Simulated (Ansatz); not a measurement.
CaF$_{2}$ under pressure

All numbers below come from DFT PBE, scalar-relativistic, plane waves, PAW (Ansatz). (420 eV cutoff, 8×8×8 k-mesh, Gaussian smearing of 0.02 eV, no spin polarisation)

Reference structure (relaxed):

```
CELL_PARAMETERS angstrom
0.00000 2.75588 2.75588
2.75588 0.00000 2.75588
2.75588 2.75588 0.00000
ATOMIC_POSITIONS crystal
Ca 0.00000 0.00000 0.00000
F 0.75000 0.75000 0.75000
F 0.25000 0.25000 0.25000
```

Cell and atoms are relaxed at each pressure within the symmetry of the start, at zero temperature, so transitions that lower the symmetry aren't seen. The k-mesh given is that at zero pressure and may differ at others. a, b and c are the lengths of the cell vectors above. Gaps are Kohn–Sham gaps over the whole zone.

```
P (GPa) V (Å³/atom) V/V0  a (Å) b (Å) c (Å)
     -3        14.55  1.043  3.952  3.952  3.952
      0        13.95  1.000  3.897  3.897  3.897
      3        13.46  0.965  3.851  3.851  3.851
      8        12.80  0.917  3.787  3.787  3.787
     15        12.11  0.868  3.717  3.717  3.717
     30        11.08  0.794  3.609  3.609  3.609
     60         9.81  0.703  3.466  3.466  3.466
```

Question: What bulk modulus and pressure derivative fit these points?

Answer: A third-order Birch–Murnaghan fit gives B0 = 78 GPa and B0' = 4.4.

Question: What does pressure do to the gap?

Answer: The gaps are 6.90 eV at -3 GPa, 7.14 eV at 0 GPa, 7.35 eV at 3 GPa, 7.66 eV at 8 GPa, 8.02 eV at 15 GPa, 8.61 eV at 30 GPa, 8.98 eV at 60 GPa.